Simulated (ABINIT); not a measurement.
# GaP (F-43m) in ABINIT: notebook

The runs below take GaP through single point, with LDA.

All numbers are computed with ABINIT 10.8.3 (patched build); they aren't measurements. Logs are shortened: lines on timing, memory, paths and dates and some standing lists are left out, and cuts for length are marked. The log counts tension as positive stress, the text compression.

**Measured values to compare with.**

“Stacking defects in GaP nanowires: Electronic structure and optical properties”, 2018, arxiv:1810.01194 quotes, for a bulk crystal of GaP at 10 K: band gap 2.34 eV (indirect).

How close the calculation comes is told below.

### 1 The crystal as given

Symmetry: F-43m, No. 216, cubic system. Conventional cell: a = 5.451 Å, b = 5.451 Å, c = 5.451 Å, α = 90.00°, β = 90.00°, γ = 90.00°. Ga (site symmetry -43m) has 4 P at 2.36 Å as nearest neighbours. P (site symmetry -43m) is surrounded by 4 Ga at 2.36 Å.

### 2 Single point, LDA

Input file run.abi:

```
# Pseudopotentials
pp_dirpath "./"
pseudos "Ga.upf, P.upf"

# Structure
acell 3*1.0 Angstrom
rprim
     0.0000000000     2.7252500000     2.7252500000
     2.7252500000     0.0000000000     2.7252500000
     2.7252500000     2.7252500000     0.0000000000
ntypat 2
znucl 31 15
natom 2
typat 1 2
xred
     0.0000000000     0.0000000000     0.0000000000
     0.7500000000     0.7500000000     0.7500000000

# Plane-wave basis
ecut 36.0

# k points
kptopt 1
ngkpt 6 6 6
nshiftk 1
shiftk 0.0 0.0 0.0

# Exchange and correlation
ixc 7

# Bands and occupations
nband 13
occopt 3
tsmear 0.00183747

# SCF cycle
nstep 100
tolvrs 1.0e-10

# Output
iomode 3
prtwf 0
prtden 0
prteig 0
prtebands 0
enunit 1
prtvol 2
```

Potentials or basis: PseudoDojo NC SR LDA v0.4.1 standard.

Command:

```bash
> abinit run.abi > log 2>&1
```

run.abo:

```text
.Version 10.8.3 of ABINIT
 Symmetries : space group F-4 3 m (#216); Bravais cF (face-center cubic)
================================================================================
 Values of the parameters that define the memory need of the present run
     intxc =       0    ionmov =       0      iscf =       7    lmnmax =       6
     lnmax =       6     mgfft =      40  mpssoang =       3    mqgrid =    3001
     natom =       2  nloc_mem =       1    nspden =       1   nspinor =       1
    nsppol =       1      nsym =      24    n1xccc =    2501    ntypat =       2
    occopt =       3   xclevel =       1
       mpw =        2838          nfft =       64000          nkpt =          16
================================================================================
================================================================================

--------------------------------------------------------------------------------
------------- Echo of variables that govern the present computation ------------
--------------------------------------------------------------------------------
 -outvars: echo values of preprocessed input variables --------
            acell      1.8897261259E+00  1.8897261259E+00  1.8897261259E+00 Bohr
              amu      6.97230000E+01  3.09737620E+01
             ecut      3.60000000E+01 Hartree
           enunit           1
              ixc           7
         kptrlatt        6    0    0      0    6    0      0    0    6
          kptrlen      4.36989965E+01
            natom           2
            nband          13
            ngfft          40      40      40
             nkpt          16
            nstep         100
             nsym          24
           ntypat           2
           occopt           3
           prtden           0
        prtebands           0
           prteig           0
           prtvol           2
            prtwf           0
            rprim      0.0000000000E+00  2.7252500000E+00  2.7252500000E+00
                       2.7252500000E+00  0.0000000000E+00  2.7252500000E+00
                       2.7252500000E+00  2.7252500000E+00  0.0000000000E+00
          spgroup         216
           tolvrs      1.00000000E-10
           tsmear      1.83747000E-03 Hartree
            typat      1  2
           xangst      0.0000000000E+00  0.0000000000E+00  0.0000000000E+00
                       4.0878750000E+00  4.0878750000E+00  4.0878750000E+00
            xcart      0.0000000000E+00  0.0000000000E+00  0.0000000000E+00
                       7.7249641869E+00  7.7249641869E+00  7.7249641869E+00
             xred      0.0000000000E+00  0.0000000000E+00  0.0000000000E+00
                       7.5000000000E-01  7.5000000000E-01  7.5000000000E-01
            znucl       31.00000   15.00000

================================================================================

 chkinp: Checking input parameters for consistency.

================================================================================
== DATASET  1 ==================================================================

--- !DatasetInfo
iteration_state: {dtset: 1, }
dimensions: {natom: 2, nkpt: 16, mband: 13, nsppol: 1, nspinor: 1, nspden: 1, mpw: 2838, }
cutoff_energies: {ecut:  36.0, pawecutdg:  -1.0, }
electrons: {nelect:   1.80000000E+01, charge:   0.00000000E+00, occopt:   3.00000000E+00, tsmear:   1.83747000E-03, }
meta: {optdriver: 0, ionmov: 0, optcell: 0, iscf: 7, paral_kgb: 0, }
...

 Exchange-correlation functional for the present dataset will be:
  LDA: Perdew-Wang 92 LSD fit to Ceperley-Alder data - ixc=7
  J.P.Perdew and Y.Wang, PRB 45, 13244 (1992)

 Real(R)+Recip(G) space primitive vectors, cartesian coordinates (Bohr,Bohr^-1):
 R(1)=  0.0000000  5.1499761  5.1499761  G(1)= -0.0970878  0.0970878  0.0970878
 R(2)=  5.1499761  0.0000000  5.1499761  G(2)=  0.0970878 -0.0970878  0.0970878
 R(3)=  5.1499761  5.1499761  0.0000000  G(3)=  0.0970878  0.0970878 -0.0970878
 Unit cell volume ucvol=  2.7317795E+02 bohr^3
 Angles (23,13,12)=  6.00000000E+01  6.00000000E+01  6.00000000E+01 degrees

 getcut: wavevector=  0.0000  0.0000  0.0000  ngfft=  40  40  40
         ecut(hartree)=     36.000   => boxcut(ratio)=   2.03340

--- Pseudopotential description ------------------------------------------------
- pspini: atom type   1  psp file is ./Ga.upf
12 -1012 2 -1 1858                            pspcod,pspxc,lmax,lloc,mmax
     nproj     2     2     2

- pspini: atom type   2  psp file is ./P.upf
12 -1012 2 -1 1298                            pspcod,pspxc,lmax,lloc,mmax
     nproj     2     2     2

   5.69078347E+02                                ecore*ucvol(ha*bohr**3)
--------------------------------------------------------------------------------

================================================================================

--- !BeginCycle
iteration_state: {dtset: 1, }
solver: {iscf: 7, nstep: 100, nline: 4, wfoptalg: 0, }
tolerances: {tolvrs: 1.00E-10, }
...

     iter   Etot(hartree)      deltaE(h)  residm     vres2
[... 56 lines left out ...]

 Mean square residual over all n,k,spin=   24.457E-10; max=  22.439E-08
   0.0000  0.0000  0.0000    1  9.95725E-16 kpt; spin; max resid(k); each band:
  9.96E-16 9.96E-16 9.95E-16 2.13E-16 2.01E-16 1.90E-16 9.56E-16 9.63E-16
  9.49E-16 2.49E-16 1.42E-16 1.42E-16 1.55E-16
   0.1667  0.0000  0.0000    1  1.28925E-15 kpt; spin; max resid(k); each band:
  1.26E-15 9.20E-16 9.20E-16 2.39E-16 2.37E-16 5.20E-16 7.66E-16 8.04E-16
  8.09E-16 3.27E-16 1.29E-15 7.41E-16 6.36E-16
   0.3333  0.0000  0.0000    1  3.28451E-12 kpt; spin; max resid(k); each band:
  1.66E-15 8.42E-16 8.43E-16 2.79E-16 2.78E-16 1.03E-15 5.07E-16 5.84E-16
  5.93E-16 4.72E-16 7.91E-16 9.34E-16 3.28E-12
   0.5000  0.0000  0.0000    1  8.67058E-14 kpt; spin; max resid(k); each band:
  1.91E-15 8.57E-16 8.57E-16 2.67E-16 2.68E-16 1.42E-15 1.77E-16 5.02E-16
  4.96E-16 5.53E-16 6.47E-16 6.68E-16 8.67E-14
   0.1667  0.1667  0.0000    1  3.68319E-13 kpt; spin; max resid(k); each band:
  1.30E-15 8.81E-16 8.81E-16 3.40E-16 1.90E-16 5.64E-16 8.75E-16 6.57E-16
  6.58E-16 5.66E-16 6.37E-16 4.35E-14 3.68E-13
   0.3333  0.1667  0.0000    1  5.70615E-14 kpt; spin; max resid(k); each band:
  1.57E-15 8.57E-16 7.60E-16 5.77E-16 2.23E-16 9.15E-16 6.81E-16 5.41E-16
[... 16 lines left out ...]
  -0.3333  0.3333  0.0000    1  1.41091E-08 kpt; spin; max resid(k); each band:
  1.73E-15 9.21E-16 5.74E-16 5.88E-16 2.09E-16 1.49E-15 4.36E-16 2.15E-16
  3.55E-16 7.06E-16 1.86E-13 2.26E-09 1.41E-08
   0.5000  0.5000  0.0000    1  2.20125E-07 kpt; spin; max resid(k); each band:
  2.00E-15 7.89E-16 3.19E-16 3.17E-16 1.03E-16 1.36E-15 3.45E-16 2.45E-16
  2.50E-16 7.20E-16 7.88E-16 8.32E-12 2.20E-07
   0.5000  0.3333  0.1667    1  5.25800E-10 kpt; spin; max resid(k); each band:
  1.72E-15 8.68E-16 6.37E-16 5.67E-16 2.18E-16 1.20E-15 6.05E-16 2.96E-16
  4.25E-16 8.26E-16 5.59E-16 8.83E-16 5.26E-10
  -0.3333  0.3333  0.1667    1  2.24394E-07 kpt; spin; max resid(k); each band:
  1.80E-15 8.88E-16 4.44E-16 6.56E-16 2.63E-16 1.50E-15 3.87E-16 3.00E-16
  2.91E-16 9.03E-16 4.96E-16 5.67E-13 2.24E-07
  -0.3333  0.5000  0.1667    1  1.89132E-15 kpt; spin; max resid(k); each band:
  1.89E-15 7.74E-16 4.05E-16 6.24E-16 2.74E-16 1.52E-15 3.70E-16 3.78E-16
  5.60E-17 7.69E-16 6.33E-16 7.19E-16 1.33E-15
 reduced coordinates (array xred) for    2 atoms
       0.000000000000      0.000000000000      0.000000000000
       0.750000000000      0.750000000000      0.750000000000
 rms dE/dt=  0.0000E+00; max dE/dt=  0.0000E+00; dE/dt below (all hartree)
    1       0.000000000000      0.000000000000      0.000000000000
    2       0.000000000000      0.000000000000      0.000000000000

 cartesian coordinates (angstrom) at end:
    1      0.00000000000000     0.00000000000000     0.00000000000000
    2      4.08787500000000     4.08787500000000     4.08787500000000

 cartesian forces (hartree/bohr) at end:
    1     -0.00000000000000    -0.00000000000000    -0.00000000000000
    2     -0.00000000000000    -0.00000000000000    -0.00000000000000
 frms,max,avg= 0.0000000E+00 0.0000000E+00   0.000E+00  0.000E+00  0.000E+00 h/b

 cartesian forces (eV/Angstrom) at end:
    1     -0.00000000000000    -0.00000000000000    -0.00000000000000
    2     -0.00000000000000    -0.00000000000000    -0.00000000000000
 frms,max,avg= 0.0000000E+00 0.0000000E+00   0.000E+00  0.000E+00  0.000E+00 e/A
 length scales=  1.889726125908  1.889726125908  1.889726125908 bohr
              =  1.000000000000  1.000000000000  1.000000000000 angstroms
 Fermi (or HOMO) energy (eV) =   4.94319   Average Vxc (eV)= -10.15892
 Eigenvalues (   eV  ) for nkpt=  16  k points:
 kpt#   1, nband= 13, wtk=  0.00463, kpt=  0.0000  0.0000  0.0000 (reduced coord)
 -10.47789  -10.47789  -10.47789  -10.37981  -10.37981   -8.30311    4.21759    4.21759
   4.21759    5.81845    8.00878    8.00878    8.00878
 kpt#   2, nband= 13, wtk=  0.03704, kpt=  0.1667  0.0000  0.0000 (reduced coord)
 -10.49947  -10.47052  -10.47052  -10.38025  -10.38025   -7.94703    1.77437    3.84086
   3.84086    6.46143    8.56115    8.56115    9.09921
 kpt#   3, nband= 13, wtk=  0.03704, kpt=  0.3333  0.0000  0.0000 (reduced coord)
 -10.53710  -10.45821  -10.45821  -10.37693  -10.37693   -6.99502   -1.05893    3.30076
   3.30076    5.94366    8.94206    8.94206   11.62512
 kpt#   4, nband= 13, wtk=  0.01852, kpt=  0.5000  0.0000  0.0000 (reduced coord)
 -10.55468  -10.45398  -10.45398  -10.37301  -10.37301   -6.22046   -2.49852    3.08839
   3.08839    5.71547    8.84821    8.84821   12.27444
 kpt#   5, nband= 13, wtk=  0.02778, kpt=  0.1667  0.1667  0.0000 (reduced coord)
 -10.51280  -10.46290  -10.46290  -10.38766  -10.37489   -7.82865    1.89827    3.20151
   3.20151    6.87235    7.84644    9.54068    9.54068
 kpt#   6, nband= 13, wtk=  0.11111, kpt=  0.3333  0.1667  0.0000 (reduced coord)
 -10.54138  -10.45168  -10.44848  -10.39120  -10.37034   -7.06310   -0.28938    2.38559
[... 16 lines left out ...]
 kpt#  12, nband= 13, wtk=  0.05556, kpt= -0.3333  0.3333  0.0000 (reduced coord)
 -10.56622  -10.44076  -10.42928  -10.39128  -10.37358   -5.54728   -2.21286    0.11875
   2.25166    6.58660   10.06683   11.46998   11.75665
 kpt#  13, nband= 13, wtk=  0.01389, kpt=  0.5000  0.5000  0.0000 (reduced coord)
 -10.59035  -10.41566  -10.41356  -10.41356  -10.35846   -5.30156   -2.63589    1.51043
   1.51043    5.71943    5.89874   14.64494   14.64495
 kpt#  14, nband= 13, wtk=  0.11111, kpt=  0.5000  0.3333  0.1667 (reduced coord)
 -10.55957  -10.44432  -10.43327  -10.39418  -10.36959   -6.21123   -1.41848    0.93458
   2.14403    7.73047    8.40029    9.31694   12.17886
 kpt#  15, nband= 13, wtk=  0.11111, kpt= -0.3333  0.3333  0.1667 (reduced coord)
 -10.56525  -10.44451  -10.42665  -10.39098  -10.37256   -5.54470   -2.26801    0.47723
   1.71107    8.01657    8.64064   10.45028   11.91118
 kpt#  16, nband= 13, wtk=  0.05556, kpt= -0.3333  0.5000  0.1667 (reduced coord)
 -10.57628  -10.43345  -10.41907  -10.40074  -10.36739   -5.23124   -2.48792    0.80181
   0.90870    7.57037    7.74658   11.63704   11.66372
 Total charge density [el/Bohr^3]
)     Maximum=    1.8947E+00  at reduced coord.    0.0750    0.9000    0.9750
)Next maximum=    1.8947E+00  at reduced coord.    0.0500    0.9000    0.9750
)     Minimum=    4.1324E-05  at reduced coord.    0.0000    0.0000    0.0000
)Next minimum=    9.8091E-04  at reduced coord.    0.7500    0.7500    0.7500
   Integrated=    1.8000E+01

--- !EnergyTerms
iteration_state     : {dtset: 1, }
comment             : Components of total free energy in Hartree
kinetic             :  6.50676286252538E+01
hartree             :  2.61139111906199E+01
xc                  : -2.26334660873689E+01
Ewald energy        : -4.82388119106609E+01
psp_core            :  2.08317818445358E+00
local_psp           : -6.87721177036611E+01
non_local_psp       : -3.69681401387091E+01
internal            : -8.33478178400727E+01
'-kT*entropy'       : -8.24410737445189E-10
total_energy        : -8.33478178408971E+01
total_energy_eV     : -2.26800966402832E+03
band_energy         : -4.10805310704210E+00
...

 Cartesian components of stress tensor (hartree/bohr^3)
  sigma(1 1)=  1.30782741E-04  sigma(3 2)=  0.00000000E+00
  sigma(2 2)=  1.30782741E-04  sigma(3 1)=  0.00000000E+00
  sigma(3 3)=  1.30782741E-04  sigma(2 1)=  0.00000000E+00

-Cartesian components of stress tensor (GPa)         [Pressure= -3.8478E+00 GPa]
- sigma(1 1)=  3.84776110E+00  sigma(3 2)=  0.00000000E+00
- sigma(2 2)=  3.84776110E+00  sigma(3 1)=  0.00000000E+00
- sigma(3 3)=  3.84776110E+00  sigma(2 1)=  0.00000000E+00

== END DATASET(S) ==============================================================
================================================================================

 -outvars: echo values of variables after computation  --------
            acell      1.8897261259E+00  1.8897261259E+00  1.8897261259E+00 Bohr
           etotal     -8.3347817841E+01
            fcart     -0.0000000000E+00 -0.0000000000E+00 -0.0000000000E+00
                      -0.0000000000E+00 -0.0000000000E+00 -0.0000000000E+00
            rprim      0.0000000000E+00  2.7252500000E+00  2.7252500000E+00
                       2.7252500000E+00  0.0000000000E+00  2.7252500000E+00
                       2.7252500000E+00  2.7252500000E+00  0.0000000000E+00
           strten      1.3078274149E-04  1.3078274149E-04  1.3078274149E-04
                       0.0000000000E+00  0.0000000000E+00  0.0000000000E+00
           xangst      0.0000000000E+00  0.0000000000E+00  0.0000000000E+00
                       4.0878750000E+00  4.0878750000E+00  4.0878750000E+00
             xred      0.0000000000E+00  0.0000000000E+00  0.0000000000E+00
                       7.5000000000E-01  7.5000000000E-01  7.5000000000E-01
 Calculation completed.
```

Wall time 22 s (1 thread of Arm Neoverse V1, shared host); peak memory 0.07 GiB.

Results:

| Quantity | Value |
| --- | --- |
| Free energy | -2268.0097 eV |
| Band gap on the k mesh | 1.50 eV, indirect (least direct gap 1.60 eV) |
| Valence electrons inside the program's atomic spheres | Ga 10.85; P 2.78 |

Levels at points of the mesh, in eV from the valence-band top:
| k point | band 6 | band 7 | band 8 | band 9 | band 10 | band 11 | band 12 | band 13 |
| --- | --- | --- | --- | --- | --- | --- | --- | --- |
| (0.00, 0.00, 0.00) | -12.52 | 0.00 | 0.00 | 0.00 | 1.60 | 3.79 | 3.79 | 3.79 |
| (0.50, 0.00, 0.00) | -10.44 | -6.72 | -1.13 | -1.13 | 1.50 | 4.63 | 4.63 | 8.06 |
| (0.50, 0.50, 0.00) | -9.52 | -6.85 | -2.71 | -2.71 | 1.50 | 1.68 | 10.43 | 10.43 |

Caveat: the cutoff is too short for stress, so the log's stress isn't used.

### 3 Single point, LDA

Edit run.abi of step 2 so:

```diff
@@ -5,7 +5,7 @@
 # Structure
-acell 3*1.0 Angstrom
+acell 3*1.0
 rprim
-     0.0000000000     2.7252500000     2.7252500000
-     2.7252500000     0.0000000000     2.7252500000
-     2.7252500000     2.7252500000     0.0000000000
+     0.0000000000     5.1499761211     5.1499761211
+     5.1499761211     0.0000000000     5.1499761211
+     5.1499761211     5.1499761211     0.0000000000
 ntypat 2
@@ -33,3 +33,3 @@
 occopt 3
-tsmear 0.00183747
+tsmear 0.05 eV
 
@@ -46,2 +46 @@
 enunit 1
-prtvol 2
```

Potentials or basis: PseudoDojo NC SR LDA v0.4.1 standard.

Command:

```bash
> abinit run.abi > log 2>&1
```

It took 22 s on 1 thread of Arm Neoverse V1, shared host; peak memory 0.07 GiB.

It converged, with:

```yaml
Free_energy: -2268.0097 eV
Band_gap_on_the_k_mesh: 1.50 eV, indirect (least direct gap 1.60 eV)
Valence_electrons_inside_the_program's_atomic_spheres: Ga 10.85; P 2.78
```

Levels at points of the mesh, in eV from the valence-band top:
```tsv
k point	band 6	band 7	band 8	band 9	band 10	band 11	band 12	band 13
(0.00, 0.00, 0.00)	-12.52	0.00	0.00	0.00	1.60	3.79	3.79	3.79
(0.50, 0.00, 0.00)	-10.44	-6.72	-1.13	-1.13	1.50	4.63	4.63	8.06
(0.50, 0.50, 0.00)	-9.52	-6.85	-2.71	-2.71	1.50	1.68	10.43	10.43
```

Caveat: the cutoff is too short for stress, so the log's stress isn't used.

### 4 Comparison with measurements

Step 2. A measured gap of GaP is 2.34 eV (indirect; 10 K; quoted in “Stacking defects in GaP nanowires: Electronic structure and optical properties”, 2018, arxiv:1810.01194); the calculated 1.50 eV misses it by -0.84 eV. Spin-orbit coupling on Ga is left out. The value is that of LDA on a finite k mesh, which can miss the band edges, without temperature or zero-point motion. Semilocal functionals fall short of measured gaps as a rule.

Step 3. Measured gap of GaP: 2.34 eV (indirect; 10 K; quoted in “Stacking defects in GaP nanowires: Electronic structure and optical properties”, 2018, arxiv:1810.01194). This calculation gives 1.50 eV (-0.84 eV). Spin-orbit coupling on Ga is left out. The value is that of LDA on a finite k mesh, which can miss the band edges, without temperature or zero-point motion. Semilocal functionals fall short of measured gaps as a rule.
